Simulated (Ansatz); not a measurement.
NaF (Villiaumite):

```
Na F
1.0
     0.00000    2.32000    2.32000
     2.32000    0.00000    2.32000
     2.32000    2.32000    0.00000
Na F
1 1
Direct
  0.00000 0.00000 0.00000
  0.50000 0.50000 0.50000
```

Base run:

```yaml
Program: Ansatz 0.2.0
Functional: r2SCAN
Potentials_or_basis: Ansatz PAW
Cutoff: "500 eV (not typed: the program's choice for these potentials)"
k_mesh: 10 × 10 × 10
Occupations: fermi-dirac, width 0.05 eV
Spin: no spin polarisation
```

Its results: band gap on the k mesh 7.11 eV, direct; pressure -1.5 GPa.

Question: The run is repeated on the same cell with these changes: functional from r2SCAN to LDA; cutoff from 500 eV (not typed: the program's choice for these potentials) to 420 eV (not typed: the program's choice for these potentials). What comes out?

Answer: Band gap on the k mesh 5.96 eV, direct; pressure -4.5 GPa.

r2SCAN gives the wider gap, since meta-GGAs in the generalised Kohn-Sham scheme recover part of the derivative discontinuity.

Caveats: the PAW data sets come from PBE, with cores solved anew for the run's functional, which leaves a small shift of forces and pressure.
